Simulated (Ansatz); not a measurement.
This is a field-response calculation (clamped ions) with the plane-wave code Ansatz on GaP in the zincblende structure; the level of theory is r2SCAN. The cell was relaxed with r2SCAN and then strained (epitaxial +1.0 % in the xy plane, free normal strain -0.83 %), with the atoms relaxed again with r2SCAN; k points keep the names of the unstrained zone.

```yaml
crystal:
  lattice:
    - [0.0, 2.7526532803, 2.7026489945]
    - [2.7526532803, 0.0, 2.7026489945]
    - [2.7526532803, 2.7526532803, 0.0]
  atoms:
    - { symbol: Ga, position: [0.0, 0.0, 0.0] }
    - { symbol: P, position: [0.25, 0.25, 0.25] }
kpoints:
  mp_grid: { grid: [6, 6, 6] }
hamiltonian:
  xc: r2scan
scf:
  occupations: { method: fixed }
dielectric: {}
```

Some lines of the output have been replaced by numbered gaps.
```
Pseudopotential: Ga, paw, valence charge 13, recommended cutoff 500 eV (meta_gga)
Pseudopotential: P, paw, valence charge 5, recommended cutoff 500 eV (meta_gga)
Functional definition: r2SCAN
Crystal: 2 atoms, lattice volume = 40.956 Å³
Basis set: ecut = 500 eV, 1017 PW (Γ)
Bands: 13, of which v1, the nominal top of the filled ones, is band 9 counted from 1 (8 counted from 0)
Symmetry: 8 space group operations
k-points: 112 of 216 (irreducible under 1 space group operation, time reversal used)
Free energy (F): -4550.467219 eV
Fermi energy:    6.827340 eV
--- Per-component energies (eV) ---
  E_band       = -69.747747
  E_kinetic    = 185.149332
  E_local      = -2210.487643
  E_nonlocal   = 460.496208
  E_hartree    = 1023.470169
  E_xc         = -120.789897
  E_vxc        = -124.550463
  E_paw        = -2579.972623
  E_vpaw       = -433.296596
  E_vtau       = 6.001231
  E_ewald      = -1307.588804
  E_core_change = -0.743912
--- Band table (eV; the first three rows and the last of 112) ---
  k-point 0: bands = […, -8.1132, -8.1099, -6.1777, 6.7223, 6.7223, 6.8273, 9.0161, 10.9029, 10.9482, 10.9482]
  k-point 1: bands = […, -8.1133, -8.1094, -5.8083, 4.3552, 6.3296, 6.4264, 9.5274, 11.4914, 11.5030, 12.1916]
  k-point 2: bands = […, -8.1106, -8.1052, -4.8324, 1.4411, 5.7553, 5.8922, 8.9861, 11.8402, 11.9495, 14.8770]
  k-point 111: bands = […, -8.1074, -8.1012, -4.0552, -0.0240, 5.5267, 5.6809, 8.7521, 11.7249, 11.8740, 15.5609]
--- Dielectric response (ions clamped): 3 representative field directions + reference, inside a basis on a mesh of 216 k-points ---
  ε∞ (high-frequency dielectric tensor):
[1]
  Born effective charges Z* (e; rows j = field, columns β = displacement):
    site 0:
         2.19604    0.00000    0.00000
         0.00000    2.19604    0.00000
         0.00000    0.00000    2.11503
    site 1:
        -2.19604    0.00000    0.00000
         0.00000   -2.19604    0.00000
         0.00000    0.00000   -2.11503
  ε∞ is read to err by 3.9e-2, Z* by 2.4e-2 e
```

Q: What stood in the gaps? They hold ε∞ (with the ionic part, where printed).

A:
```
[1]
        9.491735     0.000000     0.000000
        0.000000     9.491735     0.000000
        0.000000     0.000000     9.323233
```

Command: `ansatz run input.yaml --threads 2 --pin off --max-ram 20275MiB --backend cpu --events-out ev --progress --plain --runs-dir out`. Wall time 44 s on 2 threads of AMD EPYC 7R13 Processor (Zen 3), on a shared host, load about 2.0 per core; peak host memory 0.88 GiB.

Calculated for a static, non-magnetic cell.
